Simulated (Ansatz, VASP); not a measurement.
**KBr in VASP and in Ansatz**

```
K Br
1.0
     0.00000    3.42420    3.02910
     3.42420    0.00000    3.02910
     3.42420    3.42420    0.00000
K Br
1 1
Direct
  0.00000 0.00000 0.00000
  0.50000 0.50000 0.50000
```

Change from the starting cell: strain +0.040 along x and y, -0.080 along z, atoms carried along.

Alike in both runs: task single point; functional PBEsol; k mesh 6 × 6 × 6; occupations gaussian, width 0.05 eV; no spin polarisation.

```csv
,VASP,Ansatz
version,VASP 6.6.1,Ansatz 0.2.0
potentials or method,"VASP PAW PBE potentials, release 64 (K_sv, Br)","scalar-relativistic, plane waves, PAW"
plane-wave cutoff (eV),520,420
valence electrons in the cell,16,16
```

|  | VASP | Ansatz | Ansatz less VASP |
| --- | --- | --- | --- |
| gap on the k mesh at the Fermi level (eV) | 4.20 | 4.21 | +0.004 |
| least direct gap on the mesh (eV) | 4.20 | 4.21 | +0.004 |
| pressure (GPa) | 0.7 | 0.6 | -0.06 |
| largest component of the traceless stress (GPa) | 3.42 | 3.35 | -0.069 |

With one functional, cell and mesh, what is left measures potentials, basis and numerics.

Caveats: the PAW data sets were made with another functional, which shifts forces and pressure a little (VASP).
